**Q:** I have a calculation in which one atom of hexagonal diamond is pushed sideways while everything else stays where it was. Two of the displacements, 0.075 and 0.0875 Å, have no results yet. Can I work them out from the other rows, or do I have to run them?

Ansatz 0.2.0 plane-wave PAW calculations (PBEsol, 420 eV cutoff, 12×12×6 k mesh, 0.05 eV Gaussian smearing) for a 4-atom P6_3/mmc carbon cell (a = 2.499 Å, c = 4.161 Å, 5.62 Å³ an atom). One atom is moved along the Cartesian direction (-0.5, -0.86603, 0), all else fixed. Energies are relative to the undisturbed cell; pressure is positive in compression.

```
displacement (Å)  energy change (eV a cell)  force along direction (eV/Å summed over the moved atoms)  pressure (GPa)  gap on mesh (eV)
            -0.1                      0.189                                                     3.779            1.89             2.211
           -0.05                      0.047                                                     1.893            0.48             2.682
               0                      0.000                                                     0.000            0.01             3.054
          0.0125                      0.003                                                    -0.473            0.04             2.973
           0.025                      0.012                                                    -0.947            0.12             2.883
          0.0375                      0.027                                                    -1.420            0.27             2.786
          0.0625                      0.074                                                    -2.365            0.74             2.572
           0.075                          ?                                                         ?               ?                 ?
          0.0875                          ?                                                         ?               ?                 ?
```

**A:** Try to work them out first. You will have to decide how each column depends on the displacement, and that is where the physics lies. Look at where the atom is going before you look at the numbers.

**Q:** It has four neighbours. One bond runs along the long axis of the cell and the other three point obliquely outwards.

**A:** The push is perpendicular to a mirror plane that contains the axial bond and one oblique bond. The other two oblique bonds are mirror images of each other. Push the atom one way, and one of them shortens while its partner lengthens; push it the other way, and they exchange roles. The crystal at +x is therefore the mirror image of the crystal at −x, where x is the displacement.

**Q:** So the row at −0.1 Å also tells me what happens at +0.1 Å?

**A:** Yes, for the energy, the pressure and the gap; the force only changes sign. That helps you a great deal, because both open rows now lie between known ones, at 0.0625 and 0.1 Å. You are interpolating, not extrapolating.

**Q:** Then I start with the force. It looks proportional to the displacement.

**A:** It is, very nearly: a single spring constant k, fitted to the forces of the seven known rows, comes out at 37.82 eV/Å². The mirror forbids a term in x² in the force, so the first correction to the straight line is a term in x³, which is tiny at these displacements. Remember what the spring belongs to, though. The atom's copies in all the other cells move with it, so k measures the stiffness against shifting one of four sublattices, not against moving a lone atom.

**Q:** And the energy is the work done against that spring?

**A:** Yes, E = ½kx². At 0.075 Å this is ½ × 37.82 × 0.075² = 0.106 eV for the cell, and that row had no part in finding k. Since the force is minus the slope of the energy, the two columns are not independent evidence. What tells you that the spring is very nearly harmonic over this range is that a single k fits all the known forces closely; the energies then have to follow.

**Q:** Why is there any pressure? A perfectly harmonic spring shouldn't care about the size of the cell.

**A:** The spring is harmonic along this line, but its stiffness depends on the volume V. Pressure is the rate at which the energy falls when the cell is allowed to grow. If the spring softens fast enough as the bonds stretch, the cell can lower its energy by expanding, and a cell held at fixed size pushes outwards. The stored energy grows as x², so the rise in pressure does too. You can forecast the pressure by fitting a constant plus a term in x² to the known rows.

**Q:** Can I get the softening from the table?

**A:** You can, with one correction. When the cell grows, the atoms follow it, so x grows as the cube root of V and x² as V to the power 2/3. With P for the rise in pressure, the relative fall of k divided by the relative rise in volume is therefore PV/E + 2/3.

Take the row at −0.1 Å. The pressure has risen by 1.89 − 0.01 = 1.88 GPa, and the cell holds 4 × 5.62 = 22.48 Å³. Their product is 0.264 eV, since 1 eV/Å³ is 160.2 GPa. Divided by the stored 0.189 eV this gives 1.40, and adding 2/3 gives about 2.1.

**Q:** So one per cent more volume makes the spring about two per cent softer.

**A:** That is the reading, provided the cell grows equally in all directions. It shows an anharmonicity that you would never notice from the force along this line.

**Q:** The gap puzzles me. If the mirror makes everything even in x, the gap should also start as x². But it drops at once.

**A:** Test that with two rows. By 0.0125 Å the gap has fallen by 0.081 eV, and by −0.05 Å it has fallen by 0.372 eV. The displacement is four times larger in the second case, so a quadratic law would make the first fall one sixteenth of the second, and a linear law one quarter. The actual ratio is 0.22, close to linear.

**Q:** How can a quantity be even and linear at once?

**A:** By depending on the size of x and not on its sign, which puts a cusp at zero. Suppose two electronic states have the same energy in the undisturbed crystal, and the push raises one and lowers the other. Reverse the push and they exchange roles, just as the two bonds do. The gap runs from the highest filled state to the lowest empty one, so it always feels whichever partner has moved into it. It shrinks for either direction of push, in proportion to the size of x.

**Q:** Then why doesn't the total energy have a cusp as well?

**A:** Because it depends on all the filled states together, whereas the gap is a difference between two extremes. If the split pair is filled, one partner rises as much as the other falls, and their linear parts cancel. If the pair is empty, it doesn't contribute at all. This is an argument from symmetry; the table shows the linear fall, but not the states behind it.

**Q:** The fall isn't exactly linear, though.

**A:** No, it steepens. The average fall per ångström is 6.5 eV at the smallest step and 8.4 eV at −0.1 Å. I would describe the change in gap by three powers of the size of x, fitted to the known rows, and attach no meaning to the separate constants. Two powers leave a small systematic misfit.

**Q:** Here are my forecasts, then, for 0.075 and 0.0875 Å in that order:

- force: −2.836 and −3.309 eV/Å, each ± 0.003
- energy change: 0.106 and 0.145 eV, each ± 0.001
- pressure: 1.07 and 1.45 GPa, each ± 0.01
- gap: 2.456 and 2.336 eV, each ± 0.002

**A:** Treat those ranges as judgements, not as statistical limits. The gap carries the greatest risk. If a different state took over as the band edge somewhere between the known rows, the curve would have a kink there that no smooth interpolation could foresee. Now run the two rows.

The withheld rows as computed:

```
displacement (Å)  energy change (eV a cell)  force along direction (eV/Å summed over the moved atoms)  pressure (GPa)  gap on mesh (eV)
           0.075                      0.106                                                    -2.837            1.06             2.456
          0.0875                      0.145                                                    -3.308            1.45             2.336
```

**Q:** Everything is within its range, but the pressure at 0.075 Å only just. I said 1.07 GPa and the calculation gives 1.06.

**A:** Most of that is rounding. With one more digit, the forecast was 1.066 GPa and the calculation gives 1.064 GPa, so they differ by only about 0.002 GPa. The printed output shows a larger miss because it compares the forecast with the rounded table. The forces and energies hit because the spring stays harmonic between rows where we already knew it to be so.

**Q:** And the gap agrees to the last printed digit in both rows.

**A:** So there is no sign of a new band edge taking over there. The third power earned its place: with only two, the forecast at 0.075 Å would have been 0.003 eV too high, outside your range. The printed output below has both fits. Good interpolation doesn't make the gap itself accurate, however. PBEsol gives gaps that are too small, the mesh of k points can miss the true band edges, and the PAW datasets used here were made for another functional, PBE.

**Q:** Could I use the same reasoning for another crystal, or another direction?

**A:** Ask first whether a mirror or another symmetry turns +x into −x. If it does, the energy and the pressure start as x², and a gap may still start linearly if one of its edges consists of states that the push can split. If no symmetry connects the two directions, the energy may contain an x³ term, and a row on one side can't stand in for a row on the other.

**Q:** Which edge is it here, the filled one or the empty one?

**A:** That remains open. The cusp could come from a degenerate level that splits, or from equivalent band valleys at different k points that move apart, and either could sit at the top of the filled bands or at the bottom of the empty ones. To decide, you would follow the individual band energies from x = 0 to the first small step and see which of them separate.

Output of the analysis:

```
fit of force_along_direction on 7 rows: coefficient of displacement -37.82 +/- 0.013; rms 0.00169, worst -0.1 0.00292, leave-one-out rms 0.00279
  rows outside the fit (model, value, miss): 0.075 -2.836, -2.837, 0.000563; 0.0875 -3.309, -3.308, -0.00118
error bar of the force forecasts, eV/Å: 0.003
energy forecast at 0.075 and 0.0875 Å (error bar 0.001), eV: 0.1064, 0.1448
energy forecast less computed value at 0.075 and 0.0875 Å, eV: 0.0003664, -0.0002235
fit of pressure on 7 rows: constant 0.00728 +/- 0.0017, coefficient of displacement**2 188.2 +/- 0.39; rms 0.00287, worst 0.025 0.0049, leave-one-out rms 0.00435
  rows outside the fit (model, value, miss): 0.075 1.066, 1.06, 0.00581; 0.0875 1.448, 1.45, -0.00194
error bar of the pressure forecasts, GPa: 0.01
percent fall of the spring constant for one percent more volume: 2.063
fit of dgap on 7 rows: coefficient of xa -6.156 +/- 0.012, coefficient of xa**2 -28.57 +/- 0.39, coefficient of xa**3 58.33 +/- 2.7; rms 0.000138, worst 0.0125 -0.000298, leave-one-out rms 0.00161
  rows outside the fit (model, value, miss): 0.075 -0.5978, -0.598, 0.000197; 0.0875 -0.7183, -0.718, -0.000322
fit of dgap on 7 rows: coefficient of xa -6.404 +/- 0.041, coefficient of xa**2 -20.34 +/- 0.5; rms 0.00149, worst 0.0625 0.00227, leave-one-out rms 0.00642
  rows outside the fit (model, value, miss): 0.075 -0.5948, -0.598, 0.00325; 0.0875 -0.7161, -0.718, 0.00187
gap forecast at 0.075 and 0.0875 Å, three powers (error bar 0.002), eV: 2.456, 2.336
computed gap at 0.075 and 0.0875 Å, eV: 2.456, 2.336
fall of the gap at 0.0125 Å over that at -0.05 Å (linear 0.25, quadratic 0.0625): 0.2177
mean fall of the gap per Å of displacement, at -0.1 and at 0.0125 Å, eV/Å: 8.43, 6.48
```
